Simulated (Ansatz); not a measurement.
Input and command of a plane-wave DFT calculation in Ansatz:

```yaml
crystal:
  lattice:
    - [3.3470468453, 0.0, 0.0]
    - [0.0, 3.3470468453, 0.0]
    - [0.0, 0.0, 11.770803398]
  atoms:
    - { symbol: Nb, position: [0.5, 0.5, -0.0004336115] }
    - { symbol: Nb, position: [0.0, 0.5, 0.7495663885] }
    - { symbol: Nb, position: [0.0, 0.0, 0.4995663885] }
    - { symbol: Nb, position: [0.5, 0.0, 0.2495663885] }
    - { symbol: P, position: [0.0, 0.0, 0.0830621865] }
    - { symbol: P, position: [0.5, 0.0, 0.8330621865] }
    - { symbol: P, position: [0.5, 0.5, 0.5830621865] }
    - { symbol: P, position: [0.0, 0.5, 0.3330621865] }
basis:
  ecutwfc: 420
kpoints:
  mp_grid: { grid: [10, 10, 4] }
hamiltonian:
  xc: pbe
scf:
  occupations: { method: gaussian, width: 0.1 }
output:
  forces: true
  stress: true
  eigenvalues: true
relax:
  adjacent_minimum: "off"
  f_tol: 0.008
  max_steps: 40
```

```bash
ansatz run input.yaml --threads 1 --pin off --max-ram 2560MiB --backend cpu --events-out ev --progress --plain --runs-dir out
```

Processor: AMD EPYC 7R43 64-Core Processor (Zen 3), 1 thread, on a host shared with other jobs.

**Question.** Estimate time, memory and problem size.

**Answer.** About 94 s on 1 thread of AMD EPYC 7R43 64-Core Processor (Zen 3), with other jobs on the host, peak memory 0.57 GiB. It solves 44 bands at 63 k points (the mesh reduced by the symmetry that the task leaves, which can be less than the crystal's) with about 2607 plane waves, in 18 SCF iterations over 3 ionic steps.
